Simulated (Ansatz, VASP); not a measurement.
One calculation of Ba, two programs

Contents of INCAR:

```
ALGO = Normal ; EDIFF = 1E-6
ENCUT = 520 ; GGA = PS
ISIF = 2 ; ISMEAR = -1
LASPH = T ; LCHARG = F
LREAL = F ; LWAVE = F
NBANDS = 17 ; NELM = 80
PREC = Accurate ; SIGMA = 0.1
```

KPOINTS

```
k-points
0
Gamma
  10 10 5
```

POSCAR

```
Ba
1.0
    4.2817232103      0.0000000000      0.0000000000
   -2.1408616051      3.7080810721      0.0000000000
    0.0000000000      0.0000000000      7.0052386070
Ba
2
Direct
    0.3333333333      0.6666666667      0.2500000000
    0.6666666667      0.3333333333      0.7500000000
```

Input for Ansatz:

```yaml
crystal:
  lattice:
    - [4.2817232103, 0.0, 0.0]
    - [-2.1408616051, 3.7080810721, 0.0]
    - [0.0, 0.0, 7.005238607]
  atoms:
    - { symbol: Ba, position: [0.3333333333, 0.6666666667, 0.25] }
    - { symbol: Ba, position: [0.6666666667, 0.3333333333, 0.75] }
hamiltonian:
  xc: pbesol
  pseudopotentials:
    kind: paw
    azcp:
      Ba: "pseudopotentials/Ba.paw.azcp"
basis:
  ecutwfc: 420
  fft_grid_basis: typed
kpoints:
  mp_grid: { grid: [10, 10, 5], shift: [0, 0, 0] }
magnetization:
  spin_polarized: false
scf:
  occupations: { method: fermi_dirac, width: 0.1 }
  lower_state_search: "off"
output:
  stress: true
```

Alike in both runs: task single point; functional PBEsol; k mesh 10 × 10 × 5; occupations fermi-dirac, width 0.1 eV; no spin polarisation.

|  | VASP | Ansatz |
| --- | --- | --- |
| version | VASP 6.6.1 | Ansatz 0.2.0 |
| potentials or method | VASP PAW PBE potentials, release 64 (Ba_sv) | plane waves (420 eV) with PAW, scalar-relativistic |
| plane-wave cutoff (eV) | 520 | 420 |
| valence electrons in the cell | 20 | 20 |

|  | VASP | Ansatz | Ansatz less VASP |
| --- | --- | --- | --- |
| pressure (GPa) | 0.5 | 0.4 | -0.10 |
| largest component of the traceless stress (GPa) | 0.08 | 0.08 | +0.002 |

Ansatz warned: «pseudo_functional_mismatch».

Caveats: the PAW data sets were made with another functional, which shifts forces and pressure a little (VASP). The runs have no spin-orbit coupling, so splittings on Ba are missing.
